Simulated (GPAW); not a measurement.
Write an ASE script for GPAW 26.7.0 that does the following.

| Quantity | Value |
| --- | --- |
| Task | equation of state |
| Functional | PBEsol |
| Potentials or basis | PAW data sets generated in the run's folder for this functional |
| Cutoff | 600 eV |
| Basis | pw |
| k mesh | 7 × 7 × 7 |
| Occupations | fermi-dirac, width 0.05 eV |
| Spin | no spin polarisation |
| Maxiter | 150 |
| Eos scales | [0.94, 0.96, 0.98, 1.0, 1.02, 1.04, 1.06] |

HgTe (Coloradoite):

```
Hg Te
1.0
     0.00000    3.21450    3.21450
     3.21450    0.00000    3.21450
     3.21450    3.21450    0.00000
Hg Te
1 1
Direct
  0.00000 0.00000 0.00000
  0.75000 0.75000 0.75000
```

One way to write it, as run:

run.py

```python
from ase import Atoms
from ase.eos import EquationOfState
from ase.io import Trajectory
from ase.units import GPa
from gpaw import GPAW, PW, setup_paths

setup_paths.insert(0, '.')

atoms = Atoms(['Hg', 'Te'],
              cell=[[0.0, 3.2145, 3.2145],
                    [3.2145, 0.0, 3.2145],
                    [3.2145, 3.2145, 0.0]],
              scaled_positions=[[0.0, 0.0, 0.0],
                                [0.75, 0.75, 0.75]],
              pbc=True)

traj = Trajectory('eos.traj', 'w')
volumes, energies = [], []
for x in [0.94, 0.96, 0.98, 1.0, 1.02, 1.04, 1.06]:
    a = atoms.copy()
    a.set_cell(atoms.cell * x**(1 / 3), scale_atoms=True)
    calc = GPAW(mode=PW(600),
                xc='PBEsol',
                kpts={'size': (7, 7, 7), 'gamma': True},
                occupations={'name': 'fermi-dirac', 'width': 0.05},
                nbands=18,
                convergence={'density': 1e-05, 'energy': 1e-05},
                maxiter=150,
                txt=f'eos-{x:.2f}.txt')
    a.calc = calc
    energies.append(a.get_potential_energy(force_consistent=True))
    volumes.append(a.get_volume())
    p = -a.get_stress()[:3].mean() / GPa
    calc.write(f'eos-{x:.2f}.gpw')
    traj.write(a)
    print(f'{x:.2f} {volumes[-1]:10.4f} A^3 {energies[-1]:14.6f} eV {p:9.3f} GPa', flush=True)

v0, e0, B = EquationOfState(volumes, energies, eos='birchmurnaghan').fit()
print(f'V0 = {v0:.4f} A^3, E0 = {e0:.6f} eV, B0 = {B / GPa:.2f} GPa')
```

Potentials or basis: PAW data sets generated in the run's folder for this functional, pw.

Run with:

```bash
$ gpaw-setup -f PBEsol Hg Te
$ OMP_NUM_THREADS=1 python run.py
```

Results of the run:

```yaml
Equilibrium_volume: 34.50 Å³/atom
Bulk_modulus: 42 GPa
Pressure_derivative_of_the_bulk_modulus: 5.1
```

Wall time 110 s on 1 thread of Arm Neoverse V2, on a shared host, peak memory 0.29 GiB.
